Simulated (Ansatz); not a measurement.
The system is Si2Mo.

```
CELL_PARAMETERS angstrom
-1.60000 1.60000 3.93050
1.60000 -1.60000 3.93050
1.60000 1.60000 -3.93050
ATOMIC_POSITIONS crystal
Mo 0.00000 0.00000 0.00000
Si 0.66700 0.66700 0.00000
Si 0.33300 0.33300 0.00000
```

| Property | Result |
| --- | --- |
| Program | Ansatz 0.2.0 |
| Task | relaxation of cell and atoms |
| Functional | revPBE |
| Potentials or basis | Ansatz PAW |
| Cutoff | 420 eV (not typed: the program's choice for these potentials) |
| k mesh | 12 × 12 × 12 |
| Occupations | fermi-dirac, width 0.05 eV |
| Spin | no spin polarisation |

At the start: volume 13.42 Å³/atom.

Task: How do energy, volume and symmetry change on relaxing?

Result: It ends after 6 steps and the volume is 13.71 Å³/atom (+2.2 %); space group I4/mmm (No. 139, to 0.05 Å).

The path:
| step | energy change (eV) | largest force (eV/Å) | volume (Å³) |
| --- | --- | --- | --- |
| 1 | 0.0000 | 0.2600 | 40.25 |
| 2 | -0.0140 | 0.1007 | 41.29 |
| 3 | -0.0153 | 0.0414 | 41.14 |
| 4 | -0.0154 | 0.0103 | 41.10 |
| 5 | -0.0154 | 0.0002 | 41.12 |
| 6 | -0.0156 | 0.0002 | 41.12 |

Final structure:
```xyz
3
Lattice="-1.6135 1.6135 3.9484 1.6135 -1.6135 3.9484 1.6135 1.6135 -3.9484" Properties=species:S:1:pos:R:3 pbc="T T T"
Mo    0.0000    0.0000    0.0000
Si    0.0000    0.0000    5.2508
Si    0.0000    0.0000    2.6461
```

Caveat: the plane-wave basis is chosen anew once the cell has moved, so the energies of steps on either side of that aren't comparable; the PAW data sets come from PBE, with cores solved anew for the run's functional, which leaves a small shift of forces and pressure.
